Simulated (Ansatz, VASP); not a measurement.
One calculation of NiO, two programs

```
Ni O
1.0
     0.00000    2.09131    2.09131
     2.09131    0.00000    2.09131
     2.09131    2.09131    0.00000
Ni O
1 1
Direct
  0.00000 0.00000 0.00000
  0.50000 0.50000 0.50000
```

Alike in both runs: task single point; functional PBEsol; k mesh 8 × 8 × 8; occupations gaussian, width 0.05 eV; collinear spin; Hubbard terms Ni d U = 4.0 eV.

|  | VASP | Ansatz |
| --- | --- | --- |
| version | VASP 6.6.1 | Ansatz 0.2.0 |
| potentials or method | VASP PAW PBE potentials, release 64 (Ni, O) | scalar-relativistic, plane waves, PAW |
| plane-wave cutoff (eV) | 520 | 420 |
| valence electrons in the cell | 16 | 24 |

```tsv
	VASP	Ansatz	Ansatz less VASP
gap on the k mesh at the Fermi level (eV)	1.16	1.01	-0.141
least direct gap on the mesh (eV)	2.08	1.92	-0.163
pressure (GPa)	-5.9	0.5	+6.45
net moment per atom (μB)	1.00	1.00	0.000
size of the moment on the site where the two differ most (μB)	1.74	1.67	-0.071
```

Site moments also hang on the region over which each program counts them. The programs project onto different local orbitals, so the same U acts differently. The two sets of potentials don't hold the same shells in valence. Ansatz warned: «stress_scf_threshold_loose».

Caveats: the PAW data sets were made with another functional, which shifts forces and pressure a little (VASP); a cell with one magnetic atom can't hold antiferromagnetic order, which such compounds often take. The state reached can hang on the start; a lower one may exist. A k mesh can miss the band edges.
